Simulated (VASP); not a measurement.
# NiSb (Breithauptite) (P6_3/mmc) in VASP: notebook, part 2 of 2

VASP 6.6.1.

## (3) Single point, PBE, collinear spin, ferromagnetic start (supercell [2, 2, 2], atoms moved at random, drawn with an rms of 0.05 Å)

INCAR

```
PREC     = Accurate       # precision mode
ENCUT    = 520            # plane-wave cutoff, eV
EDIFF    = 1E-5           # SCF threshold, eV
ISMEAR   = 0              # smearing method
SIGMA    = 0.05           # smearing width, eV
LREAL    = Auto         
LASPH    = True           # aspherical terms in the spheres
NELM     = 120            # most SCF steps
ALGO     = Fast           # electronic algorithm
ISIF     = 2              # what is computed and relaxed
LWAVE    = False          # write WAVECAR
LCHARG   = False          # write CHGCAR
ISPIN    = 2              # spin polarisation
MAGMOM   = 0 0 0 0 0 0 0 0 0 0 0 0 0 0 0 0 1 1 1 1 1 1 1 1 1 1 1 1 1 1 1 1 # initial moments
LORBIT   = 11             # projections on sites
LMAXMIX  = 4              # l up to which the mixer works
GGA      = PE             # functional
NBANDS   = 146            # bands
NSIM     = 4
```

KPOINTS

```
regular mesh
0
Gamma
  3 3 2
```

POSCAR

```
NiSb
1.0
    7.8560000000      0.0000000000      0.0000000000
   -3.9280000000      6.8034955722      0.0000000000
    0.0000000000      0.0000000000     10.2400000000
Sb Ni
16 16
Direct
    0.3364640000      0.1702900000      0.3759680000
    0.3303530000      0.1706590000      0.8763080000
    0.3325640000      0.6692290000      0.3760680000
    0.3345190000      0.6667920000      0.8766020000
    0.8301620000      0.1659480000      0.3735880000
    0.8357080000      0.1668420000      0.8741430000
    0.8297800000      0.6655330000      0.3750240000
    0.8351340000      0.6723730000      0.8779490000
    0.1521490000      0.3250040000      0.1244880000
    0.1655250000      0.3342750000      0.6256370000
    0.1723020000      0.8284300000      0.1238940000
    0.1758930000      0.8361850000      0.6269430000
    0.6610700000      0.3260660000      0.1254910000
    0.6643770000      0.3279210000      0.6229980000
    0.6643090000      0.8291670000      0.1247120000
    0.6671100000      0.8334900000      0.6235170000
    0.0042320000      0.0039300000      0.2509400000
   -0.0015110000      0.0032260000      0.7485310000
    0.0009940000      0.4952740000      0.2526790000
   -0.0028300000      0.4944940000      0.7490800000
    0.5008080000      0.0012030000      0.2471220000
    0.4962110000      0.0008800000      0.7486330000
    0.5025740000      0.5033490000      0.2451700000
    0.5036710000      0.5054000000      0.7491280000
   -0.0014380000      0.0033170000      0.0007430000
    0.0026600000     -0.0015220000      0.4956590000
   -0.0014030000      0.4980340000      0.0022710000
   -0.0028560000      0.4928090000      0.4964990000
    0.5048740000      0.0029970000     -0.0018760000
    0.5009780000      0.0019650000      0.5013720000
    0.5039120000      0.5011310000     -0.0002780000
    0.5013390000      0.5046550000      0.4934060000
```

Potentials or basis: VASP PAW PBE potentials, release 64 (Sb, Ni).

Launch:

```console
$ cat potpaw_PBE.64/Sb/POTCAR potpaw_PBE.64/Ni/POTCAR > POTCAR
$ mpirun -np 1 vasp_std > vasp.out
```

It took 7.5 min on 1 × NVIDIA H100 80GB with 1 thread of AMD EPYC 7R13 (Zen 3), shared host; peak memory 2.7 GiB.

Results (log left out):

| Property | Result |
| --- | --- |
| Free energy | -161.8348 eV |
| Pressure | 4.1 GPa |
| Largest force | 0.877 eV/Å |
| Band gap on the k mesh | none (metal or under the smearing width) |
| Net moment | 0.01 μB per cell |
| Valence electrons inside the program's atomic spheres | Sb 2.43, 2.44, 2.42; Ni 9.39, 9.40, 9.42, 9.38, 9.43, 9.41, 9.44 |

Forces in eV/Å, atoms in the order of the input:
```
Sb   0.000 -0.104 -0.171
Sb   0.298 -0.126 -0.109
Sb   0.048 -0.027 -0.147
Sb  -0.115 -0.027 -0.111
Sb   0.250 -0.244  0.087
Sb  -0.304  0.033 -0.051
Sb   0.351  0.079 -0.146
Sb   0.204 -0.276 -0.257
Sb   0.712  0.507  0.064
Sb   0.261 -0.026 -0.176
Sb  -0.527  0.248  0.061
Sb  -0.744 -0.414 -0.139
Sb   0.106  0.519 -0.090
Sb  -0.179  0.599  0.161
Sb   0.133  0.315 -0.009
Sb   0.115  0.063  0.037
Ni   0.014 -0.375 -0.135
Ni   0.206 -0.140 -0.099
Ni  -0.327  0.210 -0.231
Ni  -0.078  0.340  0.052
Ni   0.011 -0.164  0.312
Ni   0.231  0.004  0.379
Ni  -0.234 -0.282  0.188
Ni   0.019 -0.190 -0.097
Ni   0.170 -0.282  0.040
Ni  -0.053  0.012  0.393
Ni  -0.130  0.050 -0.240
Ni  -0.125  0.329  0.377
Ni  -0.082 -0.153 -0.157
Ni   0.061 -0.121 -0.315
Ni  -0.260 -0.174  0.029
Ni  -0.033 -0.183  0.498
```

Stress tensor (GPa, compression positive):
```
 3.37  0.21 -0.01
 0.21  4.60  0.00
-0.01  0.00  4.38
```

Levels at points of the mesh, in eV from the Fermi level:
Spin up:
```tsv
k point	band 116	band 117	band 118	band 119	band 120	band 121	band 122	band 123
(0.00, 0.00, 0.00)	0.06	0.09	0.09	0.12	0.13	0.16	0.22	0.25
(0.00, 0.00, 0.50)	-0.32	0.25	0.27	0.29	0.29	0.30	0.32	1.03
```
Spin down:
```
           k point  band 115  band 116  band 117  band 118  band 119  band 120  band 121  band 122  band 123  band 124
(0.00, 0.00, 0.00)     -0.11      0.06      0.09      0.09      0.12      0.13      0.16      0.22      0.25      0.45
(0.00, 0.00, 0.50)     -0.38     -0.32      0.25      0.27      0.29      0.29      0.30      0.32      1.03      1.09
```

The run has no spin-orbit coupling, so splittings on Sb are missing.

## (4) Single point, PBE, collinear spin, ferromagnetic start

This run uses another cell than the first one: it holds 4 atoms, not 16.

INCAR

```
PREC = Accurate
ENCUT = 520
EDIFF = 1E-6
ISMEAR = 0
SIGMA = 0.02
LREAL = False
LASPH = True
NELM = 120
ALGO = Normal
ISIF = 2
LWAVE = False
LCHARG = False
ISPIN = 2
MAGMOM = 0 0 1 1
LORBIT = 11
LMAXMIX = 4
GGA = PE
NBANDS = 27
```

KPOINTS

```
regular mesh
0
Gamma
  8 8 5
```

POSCAR

```
NiSb
3.928
    1.000000000000      0.000000000000      0.000000000000
   -0.500000000000      0.866025403793      0.000000000000
    0.000000000000      0.000000000000      1.303462321792
Sb Ni
2 2
Direct
    0.6666666667      0.3333333333      0.7500000000
    0.3333333333      0.6666666667      0.2500000000
    0.0000000000      0.0000000000      0.5000000000
    0.0000000000      0.0000000000      0.0000000000
```

Potentials or basis: VASP PAW PBE potentials, release 54 (Sb, Ni).

Launch:

```console
$ cat potpaw_PBE.54/Sb/POTCAR potpaw_PBE.54/Ni/POTCAR > POTCAR
$ mpirun -np 1 vasp_std > vasp.out
```

It took 2.1 min on 1 thread of AMD EPYC 7R43 (Zen 3), shared host; peak memory 0.23 GiB.

Results (log left out):

* Free energy: -20.2837 eV
* Pressure: 3.5 GPa
* Band gap on the k mesh: none (metal or under the smearing width)
* Net moment: 0.00 μB per cell
* Valence electrons inside the program's atomic spheres: Sb 2.43; Ni 9.40

Stress tensor (GPa, compression positive):
```
3.52 0.00 0.00
0.00 3.52 0.00
0.00 0.00 3.44
```

Levels at points of the mesh, in eV from the Fermi level:
Spin up:
| k point | band 11 | band 12 | band 13 | band 14 | band 15 | band 16 | band 17 | band 18 | band 19 | band 20 |
| --- | --- | --- | --- | --- | --- | --- | --- | --- | --- | --- |
| (0.00, 0.00, 0.00) | -1.31 | -1.31 | 0.01 | 0.63 | 0.63 | 2.52 | 2.52 | 3.18 | 4.09 | 5.39 |
| (0.50, 0.00, 0.00) | -2.07 | -1.84 | -1.57 | -1.37 | -1.29 | -0.32 | 1.18 | 3.47 | 4.03 | 5.39 |
Spin down:
```csv
k point,band 12,band 13,band 14,band 15,band 16,band 17,band 18,band 19
"(0.00, 0.00, 0.00)",-1.31,0.01,0.63,0.63,2.52,2.52,3.18,4.09
"(0.50, 0.00, 0.00)",-1.84,-1.56,-1.37,-1.29,-0.32,1.18,3.47,4.03
```

Spin-orbit coupling is left out, which matters for the levels of Sb.

## (5) Single point, PBE, collinear spin, ferromagnetic start

run.py

```python
from ase.calculators.vasp import Vasp
from ase.dft.bandgap import bandgap
from ase.spacegroup import crystal

atoms = crystal(
    ['Sb', 'Ni'],
    basis=[[0.6666666667, 0.3333333333, 0.75], [0.0, 0.0, 0.5]],
    spacegroup=194,
    setting=1,
    cellpar=[3.928, 3.928, 5.12, 90.0, 90.0, 120.0],
    primitive_cell=True,
)
atoms.set_initial_magnetic_moments([0.0, 0.0, 1.0, 1.0])
calc = Vasp(
    directory='calc',
    xc='pbe',
    pp='PBE',
    setups='recommended',
    pp_version='54',
    prec='Accurate',
    encut=520,
    ediff=1e-07,
    ismear=0,
    sigma=0.02,
    lreal=False,
    lasph=True,
    nelm=120,
    algo='Fast',
    isif=2,
    lwave=False,
    lcharg=False,
    ispin=2,
    lorbit=11,
    lmaxmix=4,
    kpts=[8, 8, 5],
    gamma=True,
    nbands=27,
)
atoms.calc = calc

print('energy (eV):', atoms.get_potential_energy())
print('free energy (eV):', atoms.get_potential_energy(force_consistent=True))
print('forces (eV/A):')
print(atoms.get_forces())
print('stress (eV/A^3, Voigt):', atoms.get_stress())
print('Fermi level (eV):', calc.get_fermi_level())
print('moment (muB):', atoms.get_magnetic_moment())
print('site moments (muB):', atoms.get_magnetic_moments())
gap, top, bottom = bandgap(calc)
print('band gap (eV):', gap, 'from (spin, k, band)', top, 'to', bottom)
```

Launch:

```console
$ python run.py
```

It took 2.9 min on 1 thread of AMD EPYC 7R43 (Zen 3), shared host; peak memory 0.22 GiB.

The run converged. Its results:

```yaml
Free_energy: -20.2837 eV
Pressure: 3.5 GPa
Band_gap_on_the_k_mesh: none (metal or under the smearing width)
Net_moment: 0.00 μB per cell
Valence_electrons_inside_the_program's_atomic_spheres: Sb 2.43; Ni 9.40
```

Levels at points of the mesh, in eV from the Fermi level:
Spin up:
| k point | band 13 | band 14 | band 15 | band 16 | band 17 | band 18 |
| --- | --- | --- | --- | --- | --- | --- |
| (0.00, 0.00, 0.00) | 0.01 | 0.63 | 0.63 | 2.52 | 2.52 | 3.18 |
| (0.50, 0.00, 0.00) | -1.57 | -1.37 | -1.29 | -0.32 | 1.18 | 3.47 |
Spin down:
```tsv
k point	band 13	band 14	band 15	band 16	band 17	band 18
(0.00, 0.00, 0.00)	0.01	0.63	0.63	2.52	2.52	3.18
(0.50, 0.00, 0.00)	-1.57	-1.37	-1.29	-0.32	1.18	3.47
```

## (6) The runs side by side

| potentials or basis | cell | k mesh | cutoff (eV) | smearing | cell repeated | mesh quality | gap on the mesh (eV) | pressure (GPa) | moment (μB) | largest force (eV/Å) |
| --- | --- | --- | --- | --- | --- | --- | --- | --- | --- | --- |
| VASP PAW PBE potentials, release 64 (Sb, Ni) | supercell [2, 2, 1], atoms moved at random, drawn with an rms of 0.05 Å | 3 × 3 × 3 | 450 | gaussian 0.05 eV | 2 × 2 × 1 | coarse | none | 3.6 | 0.00 | 0.85 |
| VASP PAW PBE potentials, release 64 (Sb, Ni) | supercell [2, 2, 2], atoms moved at random, drawn with an rms of 0.05 Å | 3 × 3 × 2 | 520 | gaussian 0.05 eV | 2 × 2 × 2 | not flagged | none | 4.1 | 0.01 | 0.88 |
| VASP PAW PBE potentials, release 54 (Sb, Ni) | as given | 8 × 8 × 5 | 520 | gaussian 0.02 eV | - | not flagged | none | 3.5 | 0.00 | - |

Alike in all rows: task single point; level PBE; spin collinear, ferromagnetic start.

Caveats: some runs use coarse meshes.

Total energies depend on the potentials used, so only differences within one code and one set of settings carry meaning.
